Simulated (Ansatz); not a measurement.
**GeS: a jump of H**

Aim: the barrier when interstitial H hops to an equivalent place in GeS, in a supercell of 16 host sites. The ends are relaxed and joined by a climbing-image nudged elastic band.

Program: Ansatz 0.2.0. Level of theory: DFT PBE, scalar-relativistic, plane waves, PAW. These are calculated values, not measurements.

2 further runs of the same task are left out: 2 set aside as unsound or not needed.

## (1) The starting structure

It takes space group Pnma (No. 62, orthorhombic). The conventional cell has a = 10.785 Å, b = 3.665 Å, c = 4.458 Å, α = 90.00°, β = 90.00°, γ = 90.00°. Around Ge (site symmetry m) lie 3 S at 2.46 Å. S (site symmetry m) has 3 Ge at 2.46 Å in its first shell of neighbours.

Coordinates:

```cif
data_structure
_symmetry_space_group_name_H-M 'P 1'
_symmetry_Int_Tables_number 1
_cell_length_a 10.7854
_cell_length_b 3.6648
_cell_length_c 4.4582
_cell_angle_alpha 90.000
_cell_angle_beta 90.000
_cell_angle_gamma 90.000
_cell_volume 176.22
loop_
_atom_site_label
_atom_site_type_symbol
_atom_site_fract_x
_atom_site_fract_y
_atom_site_fract_z
_atom_site_occupancy
Ge1 Ge 0.87403 0.25000 0.36452 1
Ge2 Ge 0.12597 0.75000 0.63548 1
Ge3 Ge 0.62597 0.75000 0.86452 1
Ge4 Ge 0.37403 0.25000 0.13548 1
S1 S 0.65293 0.25000 0.50257 1
S2 S 0.34707 0.75000 0.49743 1
S3 S 0.84707 0.75000 0.00257 1
S4 S 0.15293 0.25000 0.99743 1
```

It goes back to an entry of the Materials Project.

This cell was relaxed beforehand with the same method: volume 22.03 Å³/atom, gap on the mesh 1.24 eV.

## (2) Relaxing the first end

The supercell's rows are 0 -1 -1; 0 -1 1; -1 0 0 in vectors of the relaxed cell. Atom 17 is the H that will move.

The input, input.yaml:

```yaml
crystal:
  lattice:
    - [0.0, -3.6648200634, -4.458243744]
    - [0.0, -3.6648200634, 4.458243744]
    - [-10.7854111416, 0.0, 0.0]
  atoms:
    - { symbol: Ge, position: [0.1927420134, 0.5572579866, 0.1259667815] }
    - { symbol: Ge, position: [0.6927420134, 0.0572579866, 0.1259667815] }
    - { symbol: Ge, position: [0.8072579866, 0.4427420134, 0.8740332185] }
    - { symbol: Ge, position: [0.3072579866, 0.9427420134, 0.8740332185] }
    - { symbol: Ge, position: [0.6927420134, 0.5572579866, 0.3740332185] }
    - { symbol: Ge, position: [0.1927420134, 0.0572579866, 0.3740332185] }
    - { symbol: Ge, position: [0.3072579866, 0.4427420134, 0.6259667815] }
    - { symbol: Ge, position: [0.8072579866, 0.9427420134, 0.6259667815] }
    - { symbol: S, position: [0.1237165686, 0.6262834314, 0.3470718634] }
    - { symbol: S, position: [0.6237165686, 0.1262834314, 0.3470718634] }
    - { symbol: S, position: [0.8762834314, 0.3737165686, 0.6529281366] }
    - { symbol: S, position: [0.3762834314, 0.8737165686, 0.6529281366] }
    - { symbol: S, position: [0.1237165686, 0.1262834314, 0.1529281366] }
    - { symbol: S, position: [0.6237165686, 0.6262834314, 0.1529281366] }
    - { symbol: S, position: [0.8762834314, 0.8737165686, 0.8470718634] }
    - { symbol: S, position: [0.3762834314, 0.3737165686, 0.8470718634] }
    - { symbol: H, position: [0.5481154308, 0.7008099717, 0.946968627], spin: 1.0 }
basis:
  ecutwfc: 420
  xc_grid: 2
kpoints:
  mp_grid: { grid: [3, 3, 2], shift: [0.0, 0.0, 0.5] }
hamiltonian:
  xc: pbe
scf:
  occupations: { method: gaussian, width: 0.02 }
output:
  forces: true
  stress: false
  eigenvalues: true
  populations: true
  write_density: true
  write_potential: true
  elf: true
  volumetric_format: npy
magnetization:
  spin_polarized: true
relax:
  adjacent_minimum: "off"
  f_tol: 0.02
  max_steps: 60
```

Command:

```console
> ansatz run input.yaml --threads 4 --pin off --max-ram 10240MiB --backend cpu --events-out ev --progress --plain --runs-dir out
```

Further runs follow: the band, a jump of 1.28 Å.

**Question.** What will these runs give? Wanted: barrier forwards; barrier backwards; second end relative to first; highest image; neighbours of H at the start; at the top.

**Answer**, as computed:

| quantity | value |
| --- | --- |
| barrier forwards | 0.022 eV |
| barrier backwards | 0.022 eV |
| second end relative to first | 0.000 eV |
| highest image | 3 of 0 to 6, climbing |
| band iterations | 9 |
| neighbours of H at the start; at the top | 1 S at 1.65 Å, 1 Ge at 1.77 Å, 2 Ge at 2.76 Å, 1 S at 2.93 Å, 1 Ge at 3.06 Å, 1 S at 3.18 Å; 1 S at 1.51 Å, 1 Ge at 2.19 Å, 1 Ge at 2.21 Å, 1 Ge at 2.82 Å, 1 Ge at 2.95 Å, 1 S at 3.15 Å, 1 S at 3.17 Å |

What this shows: The barrier from the first end is 0.022 eV, 0.9 times kT at 300 K. The ends differ by 1 meV at most. The input switches the test of curvatures off, so the top was not shown to be a first-order saddle. In a cell of 16 sites the barrier is good to about a tenth of an eV. Some metallic runs here have no spin polarisation while others do; where cell and settings agree, the difference is what magnetism gains.

The cell is layered and no dispersion term is used, so the spacing and stiffness across the layers are uncertain.
